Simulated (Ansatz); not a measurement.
# Zn (Zinc): the cost of one run

Method: DFT PBE, scalar-relativistic, plane waves, PAW, in Ansatz 0.2.0.

The COD entry's cell or inner coordinates are ideal or old and differ from later refinements, so a difference from it is no clean test against experiment.

1 further run of the same task is left out (set aside as unsound or not needed).

### 1 The structure to begin with

It takes space group P6_3/mmc (No. 194, hexagonal). Conventional cell: a = 2.633 Å, b = 2.633 Å, c = 5.108 Å, α = 90.00°, β = 90.00°, γ = 120.00°. Zn (site symmetry -6m2) has 12 Zn at 2.63 to 2.97 Å as nearest neighbours.

As a file:

```cif
data_structure
_symmetry_space_group_name_H-M 'P 1'
_symmetry_Int_Tables_number 1
_cell_length_a 2.6333
_cell_length_b 2.6333
_cell_length_c 5.1082
_cell_angle_alpha 90.000
_cell_angle_beta 90.000
_cell_angle_gamma 120.000
_cell_volume 30.68
loop_
_atom_site_label
_atom_site_type_symbol
_atom_site_fract_x
_atom_site_fract_y
_atom_site_fract_z
_atom_site_occupancy
Zn1 Zn 0.33333 0.66667 0.25000 1
Zn2 Zn 0.66667 0.33333 0.75000 1
```

It is the result of an earlier relaxation at this level (volume 15.34 Å³/atom; gap on the mesh: none (metal)).

Bulk energy on matching settings, from an earlier run: -3319.0300 eV/atom.

### 2 Cutting the (101) slab

Miller indices refer to the conventional cell of the relaxed bulk, P6_3/mmc (No. 194): a = 2.633 Å, b = 2.633 Å, c = 5.108 Å, α = 90.00°, β = 90.00°, γ = 120.00°.

Cut from the relaxed bulk: a (101) slab, 12.8 Å thick as cut, with 15 Å of vacuum; its outer planes are Zn (top) and Zn (bottom).

The slab as cut. Its planes from the bottom up:

```csv
plane,atoms per cell,height over the lowest (Å)
1,Zn2,0.00
2,Zn2,2.08
3,Zn2,4.16
4,Zn2,6.25
5,Zn2,8.33
6,Zn2,10.41
7,Zn2,12.49
```

### 3 The slab as cut, atoms at the bulk's places

The cell repeats along c, and a dipole correction in the vacuum removes the field between the copies.

input.yaml

```yaml
crystal:
  lattice:
    - [2.6333229284, 0.0, 0.0]
    - [-1.3166614642, 5.5941897937, 0.0]
    - [0.0, 0.0, 27.8416180919]
  atoms:
    - { symbol: Zn, position: [0.7427152667, 0.4854305335, 0.269380895] }
    - { symbol: Zn, position: [0.0065641217, 0.0131282433, 0.2818467926] }
    - { symbol: Zn, position: [0.3258083962, 0.6516167924, 0.3441762804] }
    - { symbol: Zn, position: [0.5896572511, 0.1793145022, 0.356642178] }
    - { symbol: Zn, position: [0.9089015257, 0.8178030513, 0.4189716658] }
    - { symbol: Zn, position: [0.1727503806, 0.3455007612, 0.4314375634] }
    - { symbol: Zn, position: [0.4919946551, 0.9839893103, 0.4937670512] }
    - { symbol: Zn, position: [0.75584351, 0.5116870201, 0.5062329488] }
    - { symbol: Zn, position: [0.0750877846, 0.1501755692, 0.5685624366] }
    - { symbol: Zn, position: [0.3389366395, 0.677873279, 0.5810283342] }
    - { symbol: Zn, position: [0.6581809141, 0.3163618281, 0.643357822] }
    - { symbol: Zn, position: [0.922029769, 0.8440595379, 0.6558237196] }
    - { symbol: Zn, position: [0.2412740435, 0.4825480871, 0.7181532074] }
    - { symbol: Zn, position: [0.5051228984, 0.0102457969, 0.730619105] }
basis:
  ecutwfc: 420
kpoints:
  mp_grid: { grid: [13, 6, 1] }
hamiltonian:
  xc: pbe
scf:
  occupations: { method: gaussian, width: 0.1 }
output:
  forces: true
  stress: true
  eigenvalues: true
  write_density: true
  write_potential: true
  elf: true
  volumetric_format: npy
efield:
  axis: 3
  dipole_correction: true
```

Command:

```console
$ ansatz run input.yaml --threads 2 --pin off --max-ram 5120MiB --backend cpu --events-out ev --progress --plain --runs-dir out
```

Q: Estimate wall time and peak memory on 2 threads of Arm Neoverse V1, shared host.

About 3.3 min, with a peak of 1.4 GiB.
